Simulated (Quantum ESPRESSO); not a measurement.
Li2S under changes of volume

One of the cells (15.344 Å³/atom); the others are scaled copies at fixed shape and fractional positions:

```
S Li
1.0
     0.00000    2.84450    2.84450
     2.84450    0.00000    2.84450
     2.84450    2.84450    0.00000
S Li
1 2
Cartesian
  0.0000 0.0000 0.0000
  4.2668 4.2668 4.2668
  1.4223 1.4223 1.4223
```

```yaml
Program: Quantum ESPRESSO 7.5
Functional: PBE
Potentials_or_basis: SSSP 1.3 efficiency PBE
Cutoff: 748 eV
Density_cutoff: 5987 eV
k_mesh: 8 × 8 × 8
Occupations: fermi-dirac, width 0.05 eV
Spin: no spin polarisation
```

| volume (Å³/atom) | energy over the lowest point (meV/atom) | pressure (GPa) | gap on the mesh (eV) |
| --- | --- | --- | --- |
| 14.423 | ? | ? | ? |
| 14.730 | 4.80 | 2.2 | 3.36 |
| 15.037 | 1.51 | 1.2 | 3.38 |
| 15.344 | 0.00 | 0.4 | 3.39 |
| 15.650 | 0.10 | -0.4 | 3.40 |
| 15.957 | 1.66 | -1.2 | 3.41 |
| 16.264 | 4.55 | -1.8 | 3.42 |

Task: What does the run at 14.423 Å³/atom give?

Result: Energy over the lowest point 10.04 meV/atom; pressure 3.3 GPa; gap on the mesh 3.34 eV.

Worked out: A Birch-Murnaghan fit of order 3 (a polynomial in V^(-2/3)) to the other rows has its minimum at 15.48 Å³/atom with B0 = V·E''(V) = 41 GPa and B' = 3.9. It gives 10.05 meV/atom at 14.423 Å³/atom, against the run's 10.04, and -dE/dV = 3.3 GPa, against 3.3. A straight line through the other rows of the gap, of slope 0.578 eV per unit of ln V, extrapolates to 3.35 eV, against the run's 3.34.

Energies are extrapolated to zero smearing.

A mesh can miss the band edges.
